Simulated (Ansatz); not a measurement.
**LiCl: changes ranked by their effect on the gap on the k mesh**

```xyz
2
Lattice="0.0000 2.5648 2.5648 2.5648 0.0000 2.5648 2.5648 2.5648 0.0000" Properties=species:S:1:pos:R:3 pbc="T T T"
Li    0.0000    0.0000    0.0000
Cl    2.5648    2.5648    2.5648
```

Atoms are numbered in the order listed.

The cell is COD entry 1011314, as deposited and not checked against the literature; nothing was relaxed. It is an old determination, and later ones may differ.

Method: DFT, PBE, all-electron LAPW, scalar-relativistic (Ansatz 0.2.0).

Sampling and basis: a Γ-centred 9×9×9 k mesh, Fermi–Dirac smearing of 0.03 eV, basis error target 0.25 meV/atom, no spin polarisation.

Semilocal functionals give too small gaps.

In this reference run the gap on the k mesh is 6.33 eV. Each change below is made alone, on the same k mesh, with fractional coordinates held unless an atom is moved; x, y and z are the Cartesian axes.

(1) Order the changes by the shift of the gap on the k mesh, most negative first.
A. atom 2 (Cl) moved by (0.0000, 0.0000, 0.0500) Å
B. volume scaled by 0.9405
C. xy engineering shear strain of -1 %
D. x and y strained by +4 %, z held
E. volume scaled by 1.03
F. volume scaled by 1.06

Results:

(1) D (-0.46 eV), F (-0.32 eV), E (-0.17 eV), C (-0.03 eV), A (0.00 eV), B (+0.37 eV).
